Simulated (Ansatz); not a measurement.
**Te in Ansatz: the effect of functional**

The system is Te.

```
Te
1.0
     3.82029   -2.14820    0.00000
     3.82029    2.14820    0.00000
    -0.09429    0.00000    5.97609
Te
3
Direct
  0.00000 0.00000 0.00000
  0.30945 0.30945 0.33881
  0.69055 0.69055 0.66119
```

This isn't the form of Te at room conditions, which is trigonal, of chains.

Alike in all runs:

* Program: Ansatz 0.2.0
* Task: band structure
* Potentials or basis: Ansatz PAW
* k mesh: 4 × 4 × 3
* Occupations: fermi-dirac, width 0.05 eV
* Spin: no spin polarisation

**Question.** One run gave: pressure -2.7 GPa; largest force 0.06 eV/Å. Which functional did it use?
A. r2SCAN
B. LDA
C. HSE06
D. PBEsol

**Answer.** B.

```tsv
functional	cutoff	pressure (GPa)	largest force (eV/Å)
LDA	420 eV (not typed: the program's choice for these potentials)	-2.7	0.06
PBEsol	420 eV (not typed: the program's choice for these potentials)	-1.7	0.07
r2SCAN	500 eV (not typed: the program's choice for these potentials)	0.3	0.10
HSE06	420 eV (not typed: the program's choice for these potentials)	-1.1	0.34
```

Caveats: all runs use coarse meshes; the PAW data sets come from PBE, with cores solved anew for the run's functional, which leaves a small shift of forces and pressure; the thresholds are loose for stress (some runs).
